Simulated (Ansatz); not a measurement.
**Is this PbSe structure a true minimum?**

It was reached by relaxing an invented guess, and it needn't be the stable form of this composition.

Level of theory: Ansatz 0.2.0, DFT PBE, scalar-relativistic, plane waves, PAW. Settings: cutoff 420 eV, Γ-centred mesh 12×12×6 on the computed 4-atom cell, Gaussian smearing of 0.01 eV; no spin polarisation.

The cell below (4 atoms, space group P6_3/mmc (No. 194)) is relaxed within its symmetry.

```yaml
crystal:
  lattice:
    - [4.26998, 0.00000, 0.00000]
    - [-2.13499, 3.69791, 0.00000]
    - [0.00000, 0.00000, 7.64627]
  atoms:
    - { symbol: Pb, position: [0.66667, 0.33333, 0.75000] }
    - { symbol: Pb, position: [0.33333, 0.66667, 0.25000] }
    - { symbol: Se, position: [0.00000, 0.00000, 0.00000] }
    - { symbol: Se, position: [0.00000, 0.00000, 0.50000] }
```

For the test a repeat of it with 8 atoms (edges 4.27, 4.27, 15.29 Å) was strained at random (σ = 1.5 % a component), the atoms were moved at random (σ = 0.05 Å), and all was relaxed again on a coarse 6×6×2 mesh (in the run’s order of axes) with 0.20 eV smearing, with no symmetry imposed.

Spin–orbit coupling, which can matter for Pb, is left out.

Problem. Is the structure stable against such a distortion?

Solution. It returns, within 1 meV/atom of the unmoved cell on that mesh and with the same symmetry when read at 0.1 Å (Cc at 0.01 Å, so small strains and shifts remain). So it is stable against the distortions that fit this cell and that this random move excites. Modes that don't fit the cell aren't tested.
